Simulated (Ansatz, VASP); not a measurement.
This is a calculation of MgS for VASP 6.6.1.

INCAR

```
PREC     = Accurate       # precision mode
ENCUT    = 520            # plane-wave cutoff, eV
EDIFF    = 1E-7           # SCF threshold, eV
ISMEAR   = -1             # smearing method
SIGMA    = 0.05           # smearing width, eV
LREAL    = False          # projectors in reciprocal space
LASPH    = True           # aspherical terms in the spheres
NELM     = 100            # most SCF steps
ALGO     = Normal         # electronic algorithm
ISIF     = 2              # what is computed and relaxed
LWAVE    = False          # write WAVECAR
LCHARG   = False          # write CHGCAR
GGA      = PE             # functional
NBANDS   = 11             # bands
```

KPOINTS

```
regular mesh
0
Gamma
  8 8 8
```

Contents of POSCAR:

```
MgS
1.0
    0.0000000000      2.8331200468      2.8331200468
    2.8331200468      0.0000000000      2.8331200468
    2.8331200468      2.8331200468      0.0000000000
S Mg
1 1
Direct
    0.2577930000      0.2466650000      0.2502830000
   -0.0128600000      0.0110690000      0.0033980000
```

Potentials or basis: VASP PAW PBE potentials, release 64 (S, Mg).

Run with:

```sh
$ cat potpaw_PBE.64/S/POTCAR potpaw_PBE.64/Mg/POTCAR > POTCAR
$ mpirun -np 1 vasp_std > vasp.out
```

Question: Translate it to Ansatz 0.2.0. Potentials there: Ansatz PAW.

Answer: As run (the cutoff follows the program's own potentials):

File input.yaml:

```yaml
crystal:
  lattice:
    - [0.0, 2.8331200468, 2.8331200468]
    - [2.8331200468, 0.0, 2.8331200468]
    - [2.8331200468, 2.8331200468, 0.0]
  atoms:
    - { symbol: S, position: [0.257793, 0.246665, 0.250283] }
    - { symbol: Mg, position: [-0.01286, 0.011069, 0.003398] }
hamiltonian:
  xc: pbe
  pseudopotentials: { kind: paw }
kpoints:
  mp_grid: { grid: [8, 8, 8] }
scf:
  occupations: { method: fermi_dirac, width: 0.05 }
output:
  forces: true
  stress: true
  eigenvalues: true
```

Potentials or basis: Ansatz PAW.

The run is started by

```console
$ ansatz run input.yaml --threads 1 --pin off --max-ram 3584MiB --backend cpu --events-out ev --progress --plain --runs-dir out
```

Both were run:

|  | VASP | Ansatz | Ansatz less VASP |
| --- | --- | --- | --- |
| gap on the k mesh at the Fermi level (eV) | 3.37 | 3.37 | +0.007 |
| least direct gap on the mesh (eV) | 3.37 | 3.37 | +0.007 |
| pressure (GPa) | 0.9 | 1.1 | +0.15 |
| largest component of the traceless stress (GPa) | 1.12 | 1.12 | 0.000 |
| rms of the force components (eV/Å) | 0.257 | 0.256 | -0.0004 |

Atom by atom the forces differ by 0.000 eV/Å (rms over components). The two sets of potentials don't hold the same shells in valence.

A k mesh can miss the band edges.
